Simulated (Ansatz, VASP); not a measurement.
Two plane-wave programs on GePt

```
Ge Pt
1.0
     3.19411    0.00000    0.00000
     0.00000    3.19411    0.00000
     0.00000    0.00000    3.19411
Ge Pt
1 1
Direct
  0.00000 0.00000 0.00000
  0.50000 0.50000 0.50000
```

Change from the starting cell: species swapped into the CeHg type (Pm-3m, No. 221).

Alike in both runs: task relaxation of cell and atoms; functional PBE; k mesh 18 × 18 × 18; occupations gaussian, width 0.1 eV; no spin polarisation.

|  | VASP | Ansatz |
| --- | --- | --- |
| version | VASP 6.6.1 | Ansatz 0.2.0 |
| potentials or method | VASP PAW PBE potentials, release 64 (Ge_d, Pt) | scalar-relativistic, plane waves, PAW |
| plane-wave cutoff (eV) | 600 | 420 |
| valence electrons in the cell | 24 | 32 |

```tsv
	VASP	Ansatz	Ansatz less VASP
gap on the k mesh at the Fermi level, each at its own relaxed structure (eV)	none	none	-
relaxed volume (Å³/atom)	16.25	16.24	-0.007
relaxed cell length with the largest relative difference (Å)	3.191	3.191	-0.0005
```

A gap of «none» marks a metal or a gap that the smearing closes. The two sets of potentials don't hold the same shells in valence.

Spin-orbit coupling is left out, which matters for the levels of Pt.
